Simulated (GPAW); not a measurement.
**Work function of Mg/Pt(110) at several levels**

Wanted: work functions and dipole of Mg/Pt(110), with the cost of each level.

Calculated with GPAW 26.7.0; GPAW, PAW setups; slab in vacuum, relaxation, in the first sound run; inputs show where later runs differ.

Most raw output is cut from this account.

## Step 1: Starting point

The cell holds 6 atoms: 5 Pt and 1 Mg. Its edges and angles: a = 3.920 Å, b = 2.772 Å, c = 24.101 Å, α = 90.0°, β = 90.0°, γ = 90.0°. Vacuum lies along c.

## Step 2: Relaxing the atoms

Forces are removed first; all later runs use this geometry. The lowest 3 atoms are held at bulk positions and keep their forces.

Contents of run.py:

```python
import json
import numpy as np
from ase import Atoms
from ase.constraints import FixAtoms
from ase.optimize import BFGS
from gpaw import GPAW, PW

slab = Atoms(
    ['Pt', 'Pt', 'Pt', 'Pt', 'Pt', 'Mg'],
    positions=[
        [0.00000, 0.00000, 8.00000],
        [1.96000, 1.38593, 9.38593],
        [0.00000, 0.00000, 10.77186],
        [1.96000, 1.38593, 12.15779],
        [0.00000, 0.00000, 13.54372],
        [0.00000, 1.38593, 16.10078]],
    cell=[[3.92, 0.0, 0.0], [0.0, 2.77186, 0.0], [0.0, 0.0, 24.10078]],
    pbc=[True, True, False])

slab.calc = GPAW(mode=PW(400), xc='PBE', kpts={'size': (8, 11, 1), 'gamma': True},
                 occupations={'name': 'fermi-dirac', 'width': 0.1}, nbands='200%',
                 convergence={'density': 1e-05}, maxiter=200,
                 poissonsolver={'dipolelayer': 'xy'},
                 symmetry={'tolerance': 1e-3, 'extra_ids': [1, 1, 1, 0, 0, 0]}, txt='slab.txt')
result = {}
slab.set_constraint(FixAtoms([0, 1, 2]))
path = []
opt = BFGS(slab, maxstep=0.2)
opt.attach(lambda: path.append((slab.get_potential_energy(), slab.positions.tolist(), slab.get_forces().tolist())))
result['relaxed'] = bool(opt.run(fmax=0.03, steps=40))
result['path'] = path
energy = slab.get_potential_energy()
fermi = slab.calc.get_fermi_level()
v = slab.calc.get_electrostatic_potential().mean((0, 1)) - fermi
n = slab.calc.get_pseudo_density().mean((0, 1))
L = slab.cell[2, 2]
z = np.arange(len(v)) * L / len(v)
low, high = slab.positions[:, 2].min(), slab.positions[:, 2].max()
below, above = np.interp([low - 5.8, high + 5.8], z, v)
slopes = [np.interp(x, z, np.gradient(v, z)) for x in (low - 5.8, high + 5.8)]
eps = np.array([[slab.calc.get_eigenvalues(k, s) for k in range(len(slab.calc.get_ibz_k_points()))]
                for s in range(slab.calc.get_number_of_spins())]) - fermi
top, bottom = eps[eps < 0].max(), eps[eps > 0].min()
dipole = slab.get_dipole_moment()[2]
print(f'energy {energy:.4f} eV, Fermi level {fermi:.4f} eV, dipole {dipole:.5f} e A')
print(f'potential 5.8 A off the faces, from the Fermi level: lower {below:.4f} eV, upper {above:.4f} eV')
print(f'slope of the potential there: lower {slopes[0]:.5f}, upper {slopes[1]:.5f} eV/A')
print(f'nearest levels on the mesh: {top:.4f} and {bottom:.4f} eV')
print('magnetic moment', round(slab.get_magnetic_moment(), 3))
result.update(energy=energy, fermi=fermi, dipole=dipole, below=below, above=above, slopes=slopes, edges=[top, bottom],
              z=z.tolist(), v=v.tolist(), n=n.tolist(), positions=slab.positions.tolist(),
              forces=slab.get_forces(apply_constraint=False).tolist(), moments=slab.get_magnetic_moments().tolist())
json.dump(result, open('result.json', 'w'))
```

On the command line:

```console
OMP_NUM_THREADS=1 OPENBLAS_NUM_THREADS=1 python run.py
```

The job ended after 1.6 h (1 thread of Arm Neoverse V1, shared host; peak memory 0.44 GiB).

The steps of the relaxation:

| step | energy less that of the first step (eV) | largest force (eV/Å) |
| --- | --- | --- |
| 1 | 0.0000 | 1.1075 |
| 2 | -0.0456 | 1.0760 |
| 3 | -0.2901 | 0.5646 |
| 4 | -0.2989 | 0.2999 |
| 5 | -0.3016 | 0.2162 |
| 6 | -0.3043 | 0.2332 |
| 7 | -0.3098 | 0.2369 |
| 8 | -0.3167 | 0.2456 |
| 9 | -0.3209 | 0.2570 |
| 10 | -0.3228 | 0.1998 |
| 11 | -0.3242 | 0.1393 |
| 12 | -0.3255 | 0.0939 |
| 13 | -0.3261 | 0.0279 |

The atoms that moved most (Å):

| atom | dx | dy | dz | length |
| --- | --- | --- | --- | --- |
| Mg6 | 0.000 | 0.000 | -0.311 | 0.311 |
| Pt4 | 0.000 | 0.000 | 0.120 | 0.120 |
| Pt5 | 0.000 | 0.000 | 0.060 | 0.060 |

The relaxed structure:

```xyz
6
Lattice="3.9200 0.0000 0.0000 0.0000 2.7719 0.0000 0.0000 0.0000 24.1008" Properties=species:S:1:pos:R:3
Pt    0.0000    0.0000    8.0000
Pt    1.9600    1.3859    9.3859
Pt    0.0000    0.0000   10.7719
Pt    1.9600    1.3859   12.2781
Pt    0.0000    0.0000   13.6040
Mg    0.0000    1.3859   15.7901
```

Numbers from this step:

* dipole along the normal: 0.08933 e·Å
* levels nearest the Fermi level on the mesh: -2.75e-4, 0.007408 eV from the Fermi level
* upper work function: 3.827 eV
* lower work function: 5.314 eV

The electrostatic potential energy of an electron (without an applied field's), less the Fermi level, planar mean oscillates, so the rows of the table below give means over windows of 0.5 Å about each position, cut where the curve ends. Its maxima inside the range that stand out by 2 % of the span (Å: eV): 2.04: 5.31, 8.72: -7.76, 10.11: -8.30, 11.51: -6.17, 12.91: -9.14, 14.74: 1.42. Its minima: 8.07: -14.8, 9.36: -15.9, 10.76: -15.7, 12.27: -15.9, 13.56: -15.2, 15.82: -7.57.

Electrostatic potential energy of an electron (without an applied field's), less the Fermi level, planar mean against z; means over each step:

z (Å), electrostatic potential energy of an electron (without an applied field's), less the Fermi level, planar mean (eV) and a bar from the least value:
```
      0.0        4.8 #############################
      0.5        5.3 ##############################
      1.0        5.3 ##############################
      1.5        5.3 ##############################
      2.0        5.3 ##############################
      2.5        5.3 ##############################
      3.0        5.3 ##############################
      3.5        5.3 ##############################
      4.0        5.3 ##############################
      4.5        5.3 ##############################
      5.0        5.3 ##############################
      5.5        5.3 ##############################
      6.0        5.1 ##############################
      6.5        4.5 #############################
      7.0        2.2 #########################
      7.5       -5.7 #############
      8.0      -13.8 #
      8.5       -9.5 ########
      9.0      -11.2 #####
      9.5      -14.6 
     10.0       -9.3 ########
     10.5      -12.9 ###
     11.0      -13.0 ##
     11.5       -7.1 ###########
     12.0      -12.3 ###
     12.5      -13.8 #
     13.0      -10.0 #######
     13.5      -14.1 #
     14.0       -8.3 #########
     14.5        0.1 ######################
     15.0        0.2 ######################
     15.5       -5.0 ##############
     16.0       -6.3 #############
     16.5       -1.5 ####################
     17.0        1.6 ########################
     17.5        2.9 ##########################
     18.0        3.5 ###########################
     18.5        3.7 ############################
     19.0        3.8 ############################
     19.5        3.8 ############################
     20.0        3.8 ############################
     20.5        3.8 ############################
     21.0        3.8 ############################
     21.5        3.8 ############################
     22.0        3.8 ############################
     22.5        3.8 ############################
     23.0        3.8 ############################
     23.5        3.8 ############################
```

The pseudo valence density, planar mean oscillates, so the rows of the table below give means over windows of 1 Å about each position, cut where the curve ends. Its maxima inside the range that stand out by 2 % of the span (Å: e/Å³): 8.0: 1.51, 9.5: 1.52, 10.8: 1.56, 12.3: 1.56, 13.6: 1.53, 15.7: 1.20. Its minima: 8.6: 0.670, 10.1: 0.644, 11.6: 0.569, 12.9: 0.697, 15.1: 0.127.

The pseudo valence density, planar mean by z; means over each step:

| z (Å) | pseudo valence density, planar mean (e/Å³) |
| --- | --- |
| 4 | 4.5e-5 |
| 5 | 6.8e-4 |
| 6 | 0.0106 |
| 7 | 0.195 |
| 8 | 1.13 |
| 9 | 1.04 |
| 10 | 0.931 |
| 11 | 1.10 |
| 12 | 1.07 |
| 13 | 0.988 |
| 14 | 0.851 |
| 15 | 0.229 |
| 16 | 0.689 |
| 17 | 0.0412 |
| 18 | 0.00819 |
| 19 | 0.00111 |
| 20 | 1.4e-4 |

The relaxation lowered the energy of the cell by 0.326 eV (energies extrapolated to zero smearing; the optimiser's log prints free energies). The largest force left on a free atom is 0.028 eV/Å.

## Step 3: The slab's potential

With the geometry fixed, the planar mean of the potential gives the vacuum level on each side.

This step: GPAW, PAW setups; slab in vacuum (GPAW 26.7.0).

Changes to run.py since step 2:

```diff
@@ -3,4 +3,2 @@
 from ase import Atoms
-from ase.constraints import FixAtoms
-from ase.optimize import BFGS
 from gpaw import GPAW, PW
@@ -13,5 +11,5 @@
         [0.00000, 0.00000, 10.77186],
-        [1.96000, 1.38593, 12.15779],
-        [0.00000, 0.00000, 13.54372],
-        [0.00000, 1.38593, 16.10078]],
+        [1.96000, 1.38593, 12.27809],
+        [0.00000, -0.00000, 13.60398],
+        [0.00000, 1.38593, 15.79005]],
     cell=[[3.92, 0.0, 0.0], [0.0, 2.77186, 0.0], [0.0, 0.0, 24.10078]],
@@ -23,10 +21,4 @@
                  poissonsolver={'dipolelayer': 'xy'},
-                 symmetry={'tolerance': 1e-3, 'extra_ids': [1, 1, 1, 0, 0, 0]}, txt='slab.txt')
+                 symmetry={'tolerance': 1e-3}, txt='slab.txt')
 result = {}
-slab.set_constraint(FixAtoms([0, 1, 2]))
-path = []
-opt = BFGS(slab, maxstep=0.2)
-opt.attach(lambda: path.append((slab.get_potential_energy(), slab.positions.tolist(), slab.get_forces().tolist())))
-result['relaxed'] = bool(opt.run(fmax=0.03, steps=40))
-result['path'] = path
 energy = slab.get_potential_energy()
```

It took 8.6 min on 1 thread; peak memory 0.43 GiB.

This step gave:

- dipole along the normal: 0.08931 e·Å
- levels nearest the Fermi level on the mesh: -2.74e-4, 0.007407 eV from the Fermi level

The electrostatic potential energy of an electron (without an applied field's), less the Fermi level, planar mean oscillates, so the rows of the table below give means over windows of 1 Å about each position, cut where the curve ends. Its maxima inside the range that stand out by 2 % of the span (Å: eV): 2.0: 5.31, 8.7: -7.76, 10.1: -8.30, 11.5: -6.17, 12.9: -9.14, 14.7: 1.42. Its minima: 8.1: -14.8, 9.4: -15.9, 10.8: -15.7, 12.3: -15.9, 13.6: -15.2, 15.8: -7.57.

Electrostatic potential energy of an electron (without an applied field's), less the Fermi level, planar mean against z; means over each step:

z (Å), electrostatic potential energy of an electron (without an applied field's), less the Fermi level, planar mean (eV) and a bar from the least value:
```
        0        5.0 ##############################
        1        5.3 ##############################
        2        5.3 ##############################
        3        5.3 ##############################
        4        5.3 ##############################
        5        5.3 ##############################
        6        5.1 ##############################
        7        1.4 #######################
        8      -11.8 
        9      -11.5 #
       10      -10.9 ##
       11      -12.0 
       12      -11.7 
       13      -11.5 #
       14       -8.1 #######
       15       -0.5 ####################
       16       -5.4 ###########
       17        1.4 #######################
       18        3.5 ###########################
       19        3.8 ###########################
       20        3.8 ###########################
       21        3.8 ###########################
       22        3.8 ###########################
       23        3.8 ###########################
```

The pseudo valence density, planar mean oscillates, so the rows of the table below give means over windows of 1 Å about each position, cut where the curve ends. Its maxima inside the range that stand out by 2 % of the span (Å: e/Å³): 8.0: 1.51, 9.5: 1.52, 10.8: 1.56, 12.3: 1.56, 13.6: 1.53, 15.7: 1.20. Its minima: 8.6: 0.670, 10.1: 0.644, 11.6: 0.569, 12.9: 0.697, 15.1: 0.127.

Table of pseudo valence density, planar mean by z; means over each step:

| z (Å) | pseudo valence density, planar mean (e/Å³) |
| --- | --- |
| 4 | 4.5e-5 |
| 5 | 6.8e-4 |
| 6 | 0.0106 |
| 7 | 0.195 |
| 8 | 1.13 |
| 9 | 1.04 |
| 10 | 0.931 |
| 11 | 1.10 |
| 12 | 1.07 |
| 13 | 0.988 |
| 14 | 0.851 |
| 15 | 0.229 |
| 16 | 0.689 |
| 17 | 0.0412 |
| 18 | 0.00820 |
| 19 | 0.00111 |
| 20 | 1.4e-4 |

Force by atom:

| atom | x (eV/Å) | y (eV/Å) | z (eV/Å) | size |
| --- | --- | --- | --- | --- |
| Pt1 | 0.000 | 0.000 | 0.328 | 0.328 |
| Pt2 | 0.000 | 0.000 | -0.784 | 0.784 |
| Pt3 | 0.000 | 0.000 | 0.444 | 0.444 |
| Pt4 | 0.000 | 0.000 | 0.011 | 0.011 |
| Pt5 | 0.000 | 0.000 | 0.027 | 0.027 |
| Mg6 | 0.000 | 0.000 | -0.027 | 0.027 |

The potential is flat to 3.7e-4 eV/Å where it is read, so the vacuum is wide enough.

## Step 4: Self-consistent run: xc = "LDA"

The same geometry under LDA, to see how far the functional moves the levels against the vacuum.

Changes to run.py since step 3:

```diff
@@ -17,3 +17,3 @@
 
-slab.calc = GPAW(mode=PW(400), xc='PBE', kpts={'size': (8, 11, 1), 'gamma': True},
+slab.calc = GPAW(mode=PW(400), xc='LDA', kpts={'size': (8, 11, 1), 'gamma': True},
                  occupations={'name': 'fermi-dirac', 'width': 0.1}, nbands='200%',
```

It took 8.2 min on 1 thread; peak memory 0.43 GiB.

This step gave:

| Property | Result |
| --- | --- |
| dipole along the normal | 0.1048 e·Å |
| levels nearest the Fermi level on the mesh | -0.006584, 0.001580 eV from the Fermi level |
| upper work function | 3.946 eV |
| lower work function | 5.690 eV |

The electrostatic potential energy of an electron (without an applied field's), less the Fermi level, planar mean oscillates, so the rows of the table below give means over windows of 1 Å about each position, cut where the curve ends. Its maxima inside the range that stand out by 2 % of the span (Å: eV): 1.5: 5.69, 8.7: -7.40, 10.1: -7.93, 11.5: -5.80, 12.9: -8.77, 14.7: 1.74. Its minima: 8.1: -14.5, 9.4: -15.5, 10.8: -15.4, 12.3: -15.5, 13.6: -14.9, 15.8: -7.35.

Electrostatic potential energy of an electron (without an applied field's), less the Fermi level, planar mean against z; means over each step:

| z (Å) | electrostatic potential energy of an electron (without an applied field's), less the Fermi level, planar mean (eV) |
| --- | --- |
| 0 | 5.36 |
| 1 | 5.69 |
| 2 | 5.69 |
| 3 | 5.69 |
| 4 | 5.69 |
| 5 | 5.68 |
| 6 | 5.46 |
| 7 | 1.81 |
| 8 | -11.5 |
| 9 | -11.2 |
| 10 | -10.5 |
| 11 | -11.6 |
| 12 | -11.4 |
| 13 | -11.1 |
| 14 | -7.75 |
| 15 | -0.213 |
| 16 | -5.17 |
| 17 | 1.49 |
| 18 | 3.58 |
| 19 | 3.90 |
| 20 | 3.94 |
| 21 | 3.95 |
| 22 | 3.95 |
| 23 | 3.95 |

The pseudo valence density, planar mean oscillates, so the rows of the table below give means over windows of 1 Å about each position, cut where the curve ends. Its maxima inside the range that stand out by 2 % of the span (Å: e/Å³): 8.0: 1.50, 9.5: 1.52, 10.8: 1.55, 12.3: 1.56, 13.6: 1.53, 15.7: 1.20. Its minima: 8.6: 0.671, 10.1: 0.646, 11.6: 0.571, 12.9: 0.699, 15.1: 0.128.

Pseudo valence density, planar mean against z; means over each step:

| z (Å) | pseudo valence density, planar mean (e/Å³) |
| --- | --- |
| 4 | 3.9e-5 |
| 5 | 6.5e-4 |
| 6 | 0.0107 |
| 7 | 0.195 |
| 8 | 1.13 |
| 9 | 1.04 |
| 10 | 0.931 |
| 11 | 1.10 |
| 12 | 1.07 |
| 13 | 0.989 |
| 14 | 0.851 |
| 15 | 0.230 |
| 16 | 0.689 |
| 17 | 0.0408 |
| 18 | 0.00811 |
| 19 | 0.00113 |
| 20 | 1.4e-4 |

Force by atom:

| atom | x (eV/Å) | y (eV/Å) | z (eV/Å) | size |
| --- | --- | --- | --- | --- |
| Pt1 | 0.00 | 0.00 | 1.26 | 1.26 |
| Pt2 | 0.00 | 0.00 | -0.62 | 0.62 |
| Pt3 | 0.00 | 0.00 | 0.36 | 0.36 |
| Pt4 | 0.00 | 0.00 | -0.09 | 0.09 |
| Pt5 | 0.00 | 0.00 | -0.46 | 0.46 |
| Mg6 | 0.00 | 0.00 | -0.46 | 0.46 |

The upper face's work function is 3.946 eV, against 3.827 eV in the first plane-wave PBE run at this geometry.

## Step 5: Self-consistent run: xc = "vdW-DF2"

The same geometry under vdW-DF2, to see how far the functional moves the levels against the vacuum (the van der Waals functionals take revPBE setups).

Changes to run.py since step 4:

```diff
@@ -17,3 +17,3 @@
 
-slab.calc = GPAW(mode=PW(400), xc='LDA', kpts={'size': (8, 11, 1), 'gamma': True},
+slab.calc = GPAW(mode=PW(400), xc='vdW-DF2', kpts={'size': (8, 11, 1), 'gamma': True},
                  occupations={'name': 'fermi-dirac', 'width': 0.1}, nbands='200%',
```

Run time: 8.7 min. Hardware: 1 thread; peak memory 0.59 GiB.

This step gave:

```
dipole along the normal                    : 0.1013 e·Å
levels nearest the Fermi level on the mesh : -0.004206, 0.01576 eV from the Fermi level
upper work function                        : 3.991 eV
lower work function                        : 5.677 eV
```

The upper face's work function is 3.991 eV, against 3.827 eV in the first plane-wave PBE run at this geometry.

## Step 6: Self-consistent run: xc = "RPBE"

The same geometry under RPBE, to see how far the functional moves the levels against the vacuum.

Changes to run.py since step 5:

```diff
@@ -17,3 +17,3 @@
 
-slab.calc = GPAW(mode=PW(400), xc='vdW-DF2', kpts={'size': (8, 11, 1), 'gamma': True},
+slab.calc = GPAW(mode=PW(400), xc='RPBE', kpts={'size': (8, 11, 1), 'gamma': True},
                  occupations={'name': 'fermi-dirac', 'width': 0.1}, nbands='200%',
```

The job ended after 8.4 min (1 thread; peak memory 0.43 GiB).

This step gave:

```yaml
dipole_along_the_normal: 0.08317 e·Å
levels_nearest_the_fermi_level_on_the_mesh: -3.43e-4, 0.005903 eV from the Fermi level
upper_work_function: 3.769 eV
lower_work_function: 5.153 eV
```

The electrostatic potential energy of an electron (without an applied field's), less the Fermi level, planar mean oscillates, so the rows of the table below give means over windows of 1 Å about each position, cut where the curve ends. Its maxima inside the range that stand out by 2 % of the span (Å: eV): 1.9: 5.15, 8.7: -7.85, 10.1: -8.38, 11.5: -6.26, 12.9: -9.22, 14.7: 1.30. Its minima: 8.1: -14.9, 9.4: -15.9, 10.8: -15.8, 12.3: -15.9, 13.6: -15.3, 15.8: -7.69.

The electrostatic potential energy of an electron (without an applied field's), less the Fermi level, planar mean by z; means over each step:

| z (Å) | electrostatic potential energy of an electron (without an applied field's), less the Fermi level, planar mean (eV) |
| --- | --- |
| 0 | 4.89 |
| 1 | 5.15 |
| 2 | 5.15 |
| 3 | 5.15 |
| 4 | 5.15 |
| 5 | 5.14 |
| 6 | 4.91 |
| 7 | 1.30 |
| 8 | -11.9 |
| 9 | -11.6 |
| 10 | -10.9 |
| 11 | -12.1 |
| 12 | -11.8 |
| 13 | -11.5 |
| 14 | -8.16 |
| 15 | -0.642 |
| 16 | -5.49 |
| 17 | 1.28 |
| 18 | 3.40 |
| 19 | 3.72 |
| 20 | 3.76 |
| 21 | 3.77 |
| 22 | 3.77 |
| 23 | 3.77 |

The upper face's work function is 3.769 eV, against 3.827 eV in the first plane-wave PBE run at this geometry.

## Step 7: OptPBE vdW: xc = "optPBE-vdW"

The same geometry under optPBE-vdW, to see how far the functional moves the levels against the vacuum (the van der Waals functionals take revPBE setups).

Changes to run.py since step 6:

```diff
@@ -17,3 +17,3 @@
 
-slab.calc = GPAW(mode=PW(400), xc='RPBE', kpts={'size': (8, 11, 1), 'gamma': True},
+slab.calc = GPAW(mode=PW(400), xc='optPBE-vdW', kpts={'size': (8, 11, 1), 'gamma': True},
                  occupations={'name': 'fermi-dirac', 'width': 0.1}, nbands='200%',
```

The job ended after 8.4 min (1 thread; peak memory 0.59 GiB).

Numbers from this step:

* dipole along the normal: 0.09431 e·Å
* levels nearest the Fermi level on the mesh: -0.001003, 0.002149 eV from the Fermi level
* upper work function: 3.933 eV
* lower work function: 5.503 eV

The electrostatic potential energy of an electron (without an applied field's), less the Fermi level, planar mean oscillates, so the rows of the table below give means over windows of 1 Å about each position, cut where the curve ends. Its maxima inside the range that stand out by 2 % of the span (Å: eV): 1.5: 5.50, 8.7: -7.74, 10.1: -8.26, 11.5: -6.15, 12.9: -9.10, 14.7: 1.36. Its minima: 8.1: -14.7, 9.4: -15.8, 10.8: -15.7, 12.3: -15.8, 13.6: -15.1, 15.8: -7.58.

Electrostatic potential energy of an electron (without an applied field's), less the Fermi level, planar mean against z; means over each step:

z (Å), electrostatic potential energy of an electron (without an applied field's), less the Fermi level, planar mean (eV) and a bar from the least value:
```
        0        5.2 #############################
        1        5.5 ##############################
        2        5.5 ##############################
        3        5.5 ##############################
        4        5.5 ##############################
        5        5.5 ##############################
        6        5.2 ##############################
        7        1.5 #######################
        8      -11.7 
        9      -11.5 #
       10      -10.8 ##
       11      -11.9 
       12      -11.7 
       13      -11.4 #
       14       -8.0 #######
       15       -0.6 ####################
       16       -5.4 ###########
       17        1.4 #######################
       18        3.5 ###########################
       19        3.9 ###########################
       20        3.9 ###########################
       21        3.9 ###########################
       22        3.9 ###########################
       23        3.9 ###########################
```

The upper face's work function is 3.933 eV, against 3.827 eV in the first plane-wave PBE run at this geometry.

[end of part 1 of 2]

[Logs are printed without paths, hosts, clocks, repeated set-up lines and the standing remarks that a program may print on its own settings, such as how far it seeks lower states.]

[Hosts, paths, dates, database ids (printed as entryN), source tags and the programs' standing remarks are cut or masked in the printed files.]
